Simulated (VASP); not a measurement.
**GaSb: single point with LDA**

Crystal: GaSb.

```
Ga Sb
1.0
     0.00000    3.05900    3.05900
     3.05900    0.00000    3.05900
     3.05900    3.05900    0.00000
Ga Sb
1 1
Direct
  0.00000 0.00000 0.00000
  0.25000 0.25000 0.25000
```

```
Program                : VASP 6.6.1
Task                   : single point
Functional             : LDA
Potentials or basis    : VASP PAW LDA potentials, release 64 (Ga_d, Sb)
Cutoff                 : 520 eV
k mesh                 : 9 × 9 × 9
Occupations            : fermi-dirac, width 0.05 eV
Spin                   : no spin polarisation
Further INCAR settings : ALGO = Fast; EDIFF = 1e-07; NBANDS = 16
```

```yaml
Pressure: -1.6 GPa
Band_gap_on_the_k_mesh: none (metal or under the smearing width)
```

Levels at points of the mesh, in eV from the Fermi level:
```tsv
k point	band 7	band 8	band 9	band 10	band 11	band 12
(0.00, 0.00, 0.00)	-0.17	-0.05	-0.05	-0.05	2.70	2.70
```

Wall time 6.3 s on 4 MPI ranks on Intel(R) Xeon(R) Platinum 8559C (Emerald Rapids) (shared host), peak memory 0.16 GiB a rank.

The gap isn't set beside the measured one, since this odd mesh misses points on the zone boundary.

Caveat: this crystal is a semiconductor, whose small gap the functional closes, so the metal is an error of the method. Spin-orbit coupling is left out, which matters for the levels of Sb.
